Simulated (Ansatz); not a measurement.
## Stress against strain in WSe$_{2}$

```xyz
6
Lattice="3.2900 0.0000 0.0000 -1.6450 2.8492 0.0000 0.0000 0.0000 12.9700" Properties=species:S:1:pos:R:3 pbc="T T T"
W     0.0000    1.8995    3.2425
W     1.6450    0.9497    9.7275
Se    0.0000    1.8995    8.0544
Se    1.6450    0.9497    1.5694
Se    0.0000    1.8995   11.4006
Se    1.6450    0.9497    4.9156
```

Atom numbers follow the list: W1, W2, Se3, Se4, Se5, Se6.

The cell is COD entry 9009146, as deposited and not checked against the literature; nothing was relaxed.

No spin–orbit coupling, which matters for the heavy atoms here.

These are results of DFT, PBE, all-electron LAPW, scalar-relativistic in Ansatz 0.2.0, not measurements.

The runs use a Γ-centred 11×11×3 k mesh, Fermi–Dirac smearing of 0.08 eV, basis error target 0.5 meV/atom, no spin polarisation.

The strain is applied along the Cartesian axes of the cell as listed (γ is the engineering shear, twice εxy = εyz = εzx). Fractional coordinates are held (clamped ions).

σ is the change of stress from the unstrained cell, which is at 3.75 GPa; tension is positive, so slopes are stress–strain coefficients at that pressure.

Only quantities that a quadratic follows smoothly over the whole series are listed; rougher ones are left out.

```tsv
γ	σxy (GPa)	σyz (GPa)
-0.0300	-2.71	-4.16
-0.0100	-0.88	-1.36
0.0000	0.00	0.00
0.0100	0.86	1.34
0.0200	1.69	2.65
0.0300	2.50	3.93
```

Q: Fit the series and read off the stiffness at zero strain.

A: Least-squares fits y = p0 + p1 x + p2 x² to the rows give σxy (GPa): p1 = 86.8, p2 = -120; σyz (GPa): p1 = 135, p2 = -130.

Q: One run, at γ = -0.0200, is withheld. Predict its row.

A: The fits give -1.78, -2.75; the run gave -1.78, -2.75.
